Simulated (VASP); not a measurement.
# Cu (Fm-3m) in VASP: a series of runs

Runs on Cu. Level: PBE. Tasks: relaxation of cell and atoms.

Program: VASP 6.6.1. These are calculated values, not measurements. Logs are shortened: lines on timing, memory, paths and dates and some standing lists are left out, and cuts for length are marked.

## 1. The crystal as given

It takes space group Fm-3m (No. 225, cubic). Conventional cell: a = 3.615 Å, b = 3.615 Å, c = 3.615 Å, α = 90.00°, β = 90.00°, γ = 90.00°. Cu (site symmetry m-3m) is surrounded by 12 Cu at 2.56 Å.

## 2. Relaxation of cell and atoms, PBE, target pressure 21.1 GPa, at which the enthalpy is minimised

INCAR

```
ALGO = Normal
EDIFF = 1E-7
EDIFFG = -0.002
ENCUT = 520
GGA = PE
IBRION = 2
ISIF = 3
ISMEAR = 0
LASPH = T
LCHARG = F
LREAL = F
LWAVE = F
NELM = 80
NSW = 80
PREC = Accurate
PSTRESS = 211.0
SIGMA = 0.1
```

KPOINTS

```
k-points
0
Gamma
  6 6 6
```

POSCAR

```
Cu
1.0
    0.0000000000      1.8075000000      1.8075000000
    1.8075000000      0.0000000000      1.8075000000
    1.8075000000      1.8075000000      0.0000000000
Cu
1
Direct
    0.0000000000      0.0000000000      0.0000000000
```

Potentials or basis: VASP PAW PBE potentials, release 64 (Cu).

On the command line:

```console
cat potpaw_PBE.64/Cu/POTCAR > POTCAR
mpirun -np 1 vasp_std > vasp.out
```

OUTCAR:

```text
EDIFF = 1E-7
   EDIFFG = -0.002
   ENCUT = 520
   GGA = PE
   IBRION = 2
   ISIF = 3
   ISMEAR = 0
   LASPH = T
   LREAL = F
   NELM = 80
   NSW = 80
   PREC = Accurate
   PSTRESS = 211.0

 ion  position               nearest neighbor table
   1  0.000  0.000  0.000-

  LATTYP: Found a face centered cubic cell.
 ALAT       =     3.6150000000

  Lattice vectors:

 A1 = (   0.0000000000,   1.8075000000,   1.8075000000)
 A2 = (   1.8075000000,   0.0000000000,   1.8075000000)
 A3 = (   1.8075000000,   1.8075000000,   0.0000000000)

Analysis of symmetry for initial positions (statically):
=====================================================================
 Subroutine PRICEL returns:
 Original cell was already a primitive cell.

 Routine SETGRP: Setting up the symmetry group for a
 face centered cubic supercell.

 Subroutine GETGRP returns: Found 48 space group operations
 (whereof 48 operations were pure point group operations)
 out of a pool of 48 trial point group operations.

The static configuration has the point symmetry O_h .

Analysis of symmetry for dynamics (positions and initial velocities):
=====================================================================
 Subroutine PRICEL returns:
 Original cell was already a primitive cell.

 Routine SETGRP: Setting up the symmetry group for a
 face centered cubic supercell.

 Subroutine GETGRP returns: Found 48 space group operations
 (whereof 48 operations were pure point group operations)
 out of a pool of 48 trial point group operations.

The dynamic configuration has the point symmetry O_h .

 Subroutine INISYM returns: Found 48 space group operations
 (whereof 48 operations are pure point group operations),
 and found     1 'primitive' translations

----------------------------------------------------------------------------------------

                                     Primitive cell

  volume of cell :      11.8104

  direct lattice vectors                    reciprocal lattice vectors
     0.000000000  1.807500000  1.807500000    -0.276625173  0.276625173  0.276625173
     1.807500000  0.000000000  1.807500000     0.276625173 -0.276625173  0.276625173
     1.807500000  1.807500000  0.000000000     0.276625173  0.276625173 -0.276625173

  length of vectors
     2.556191014  2.556191014  2.556191014     0.479128854  0.479128854  0.479128854

  position of ions in fractional coordinates (direct lattice)
     0.000000000  0.000000000  0.000000000

  ion indices of the primitive-cell ions
   primitive index   ion index
                 1           1

[... 70 lines left out ...]
   POTIM  = 0.5000    time-step for ionic-motion
   TEBEG  =    0.0;   TEEND  =   0.0 temperature during run
   PSTRESS=  211.0 pullay stress
   NELECT =      11.0000    total number of electrons
   NUPDOWN=      -1.0000    fix difference up-down
   EMIN   =  10.00;   EMAX   =-10.00  energy-range for DOS
   EFERMI =   0.00;   METHOD = LEGACY
   ISMEAR =     0;   SIGMA  =   0.10  broadening in eV -4-tet -1-fermi 0-gaus
   EFERMI_NEDOS =   21; number of points for ismear=-14 and -15
   IALGO  =     38    algorithm
   IMIX   =      4    mixing-type and parameters
     AMIX     =   0.40;   BMIX     =  1.00
     AMIX_MAG =   1.60;   BMIX_MAG =  1.00
  volume/ion in A,a.u.               =      11.81        79.70
  Fermi-wavevector in a.u.,A,eV,Ry     =   1.598763  3.021224 34.777078  2.556043
  Thomas-Fermi vector in A             =   2.696162
   LORBIT       =      0    0 simple, 1 ext, 2 COOP (PROOUT), +10 PAW based schemes
   GGA     = PE    functional components
   LHFCALC =     F    Hartree Fock is set to
   AEXX    =    0.0000 exact exchange contribution
   IVDW    =     0    specifies the selected vdW correction
   LEPSILON=     F    determine dielectric tensor
   LRPA    =     F    only Hartree local field effects (RPA)
 conjugate gradient relaxation of ions
 non-spin polarized calculation
 Gauss-broadening in eV      SIGMA  =   0.10
  energy-cutoff  :      520.00
  volume of cell :       11.81
 maximum number of plane-waves:       332
   NGX =  9   NGY =  9   NGZ =  9

--------------------------------------- Ionic step        1  -------------------------------------------

 number of electron      11.0000001 magnetization

 Free energy of the ion-electron system (eV)
  ---------------------------------------------------
  ext. energy  EPLUGINS =         0.00000000
  ---------------------------------------------------
  free energy    TOTEN  =        -3.66569900 eV

  energy without entropy =       -3.65973992  energy(sigma->0) =       -3.66271946

------------------------ aborting loop because EDIFF is reached ----------------------------------------

  FORCE on cell =-STRESS in cart. coord.  units (eV):
  Direction    XX          YY          ZZ          XY          YZ          ZX
  --------------------------------------------------------------------------------------
  -------------------------------------------------------------------------------------
  Total        0.2528719      0.2528719      0.2528719      0.0000000     -0.0000000      0.0000000
  in kB       34.3041227     34.3041227     34.3041227      0.0000000     -0.0000000      0.0000000
  external PRESSURE =    -176.6958773 kB  Pullay stress =     211.0000000 kB
[... 24 lines left out ...]
--------------------------------------- Ionic step        2  -------------------------------------------

 number of electron      11.0000010 magnetization

 E-fermi :  10.3456     XC(G=0): -13.8973

 val. band max:       10.3230331700   @ k =   0.5000   0.3333   0.1667
 cond. band min:      10.7996817494   @ k =   0.5000   0.1667   0.0000
 fundamental gap:      0.4766485794
 Fermi energy:        10.3455643903

 k-point     1 :       0.0000    0.0000    0.0000
  band No.  band energies     occupation
      1      -0.6734      2.00000
      2       6.5704      2.00000
      3       6.5704      2.00000
      4       6.5704      2.00000
      5       7.6834      2.00000
      6       7.6834      2.00000
      7      34.3833      0.00000
      8      38.6056      0.00000
      9      38.6056      0.00000
[... 251 lines left out ...]
--------------------------------------- Ionic step        4  -------------------------------------------

 number of electron      10.9999992 magnetization

 Free energy of the ion-electron system (eV)
  ---------------------------------------------------
  ext. energy  EPLUGINS =         0.00000000
  ---------------------------------------------------
  free energy    TOTEN  =        -3.59158121 eV

  energy without entropy =       -3.58562264  energy(sigma->0) =       -3.58860192

 E-fermi :   8.7742     XC(G=0): -13.2661

 val. band max:        8.7516407906   @ k =   0.5000   0.3333   0.1667
 cond. band min:       9.2691902526   @ k =   0.5000   0.1667   0.0000
 fundamental gap:      0.5175494620
 Fermi energy:         8.7741722321

 k-point     1 :       0.0000    0.0000    0.0000
  band No.  band energies     occupation
      1      -1.2944      2.00000
      2       5.4548      2.00000
      3       5.4548      2.00000
      4       5.4548      2.00000
      5       6.4028      2.00000
      6       6.4028      2.00000
      7      32.0972      0.00000
      8      35.4673      0.00000
      9      35.4673      0.00000
[... 210 lines left out ...]
  energy  without entropy=       -3.5856226373  energy(sigma->0) =       -3.58860192

  enthalpy is  TOTEN    =        -2.1721486714 eV   P V=        1.4194325354

 reached required accuracy - stopping structural energy minimisation
```

OSZICAR:

```text
N       E                     dE             d eps       ncg     rms          rms(c)
DAV:   1     0.374999293519E+02    0.37500E+02   -0.56332E+03   296   0.206E+03
DAV:   2    -0.408903536267E+01   -0.41589E+02   -0.39645E+02   289   0.195E+02
DAV:   3    -0.455787621439E+01   -0.46884E+00   -0.46798E+00   356   0.308E+01
[... 37 lines left out ...]
DAV:   3    -0.359160200350E+01    0.18730E-03   -0.14055E-03   296   0.900E-01    0.313E-02
DAV:   4    -0.359158158291E+01    0.20421E-04   -0.24646E-05   360   0.639E-02    0.121E-03
DAV:   5    -0.359158144166E+01    0.14125E-06   -0.12880E-07   222   0.435E-03    0.105E-03
DAV:   6    -0.359158118536E+01    0.25630E-06   -0.51422E-08   145   0.486E-03    0.144E-04
DAV:   7    -0.359158120686E+01   -0.21502E-07   -0.15280E-09   144   0.940E-04
   4 F= -.21721487E+01 E0= -.21691694E+01  d E =-.618307E-01
```

Wall time 6.4 s (1 thread of AMD EPYC 9R14 (Zen 4), shared host); peak memory 0.1 GiB.

Results:

```
Free energy                                            : -3.5916 eV
Relaxed volume                                         : 10.78 Å³/atom
Relaxed cell                                           : a = 2.479 Å, b = 2.479 Å, c = 2.479 Å, α = 60.00°, β = 60.00°, γ = 60.00°
Space group after relaxing (to 0.05 Å)                 : Fm-3m (No. 225)
Energy change on relaxing (the enthalpy is what falls) : +74.1 meV/atom
Ionic steps                                            : 4
Pressure after relaxing                                : 21.1 GPa
Band gap on the k mesh                                 : none (metal or under the smearing width)
```

Step by step:
```tsv
step	energy change (eV)	largest force (eV/Å)	pressure (GPa)	volume (Å³)
1	0.0000	0.0000	3.43	11.81
2	0.3047	0.0000	51.58	9.72
3	0.0716	0.0000	20.67	10.80
4	0.0741	0.0000	21.10	10.78
```

Final structure:
```xyz
1
Lattice="0.0000 1.7532 1.7532 1.7532 0.0000 1.7532 1.7532 1.7532 0.0000" Properties=species:S:1:pos:R:3 pbc="T T T"
Cu    1.7532    0.0000    1.7532
```

Caveat: the k mesh is coarse (spacing up to 0.50 Å⁻¹), so the values aren't converged; the cell is relaxed towards a set pressure, so the enthalpy falls and the energy may rise.

## 3. Relaxation of cell and atoms, PBE, target pressure 21.1 GPa, at which the enthalpy is minimised

This run uses another cell than the first one, of 10.78 Å³/atom, 0.913 times its volume.

INCAR is that of step 2.

KPOINTS is that of step 2.

POSCAR

```
Cu                                      
1.0
    0.0000000000      1.7532248959      1.7532248959
    1.7532248959      0.0000000000      1.7532248959
    1.7532248959      1.7532248959      0.0000000000
  Cu            
     1
Direct
     0.0000000000000000    1.0000000000000000    0.0000000000000000
```

Potentials or basis: VASP PAW PBE potentials, release 64 (Cu).

On the command line:

```console
cat potpaw_PBE.64/Cu/POTCAR > POTCAR
mpirun -np 1 vasp_std > vasp.out
```

Run time: 4.1 s. Hardware: 1 thread of AMD EPYC 9R14 (Zen 4), shared host; peak memory 0.08 GiB.

Results (log left out):

* Free energy: -3.5906 eV
* Relaxed volume: 10.77 Å³/atom
* Relaxed cell: a = 2.479 Å, b = 2.479 Å, c = 2.479 Å, α = 60.00°, β = 60.00°, γ = 60.00°
* Space group after relaxing (to 0.05 Å): Fm-3m (No. 225)
* Energy change on relaxing (the enthalpy is what falls): +0.6 meV/atom
* Ionic steps: 4
* Pressure after relaxing: 21.1 GPa
* Band gap on the k mesh: none (metal or under the smearing width)

Step by step:
```csv
step,energy change (eV),largest force (eV/Å),pressure (GPa),volume (Å³)
1,0.0000,0.0000,20.98,10.78
2,0.0017,0.0000,21.23,10.77
3,0.0009,0.0000,21.14,10.77
4,0.0006,0.0000,21.09,10.77
```

Final structure:
```
CELL_PARAMETERS angstrom
0.00000 1.75296 1.75296
1.75296 0.00000 1.75296
1.75296 1.75296 0.00000
ATOMIC_POSITIONS crystal
Cu 0.00000 0.00000 0.00000
```

Levels at points of the mesh, in eV from the Fermi level:
```
           k point  band 4  band 5  band 6  band 7  band 8  band 9
(0.00, 0.00, 0.00)   -3.32   -2.37   -2.37   23.33   26.70   26.70
(0.50, 0.00, 0.00)   -1.72   -1.72   -1.28    4.25   21.78   23.54
(0.50, 0.50, 0.00)   -1.55   -1.55    1.43    7.78   13.82   13.82
```

Caveat: the k mesh is coarse (spacing up to 0.52 Å⁻¹), so the values aren't converged; the cell is relaxed towards a set pressure, so the enthalpy falls and the energy may rise.
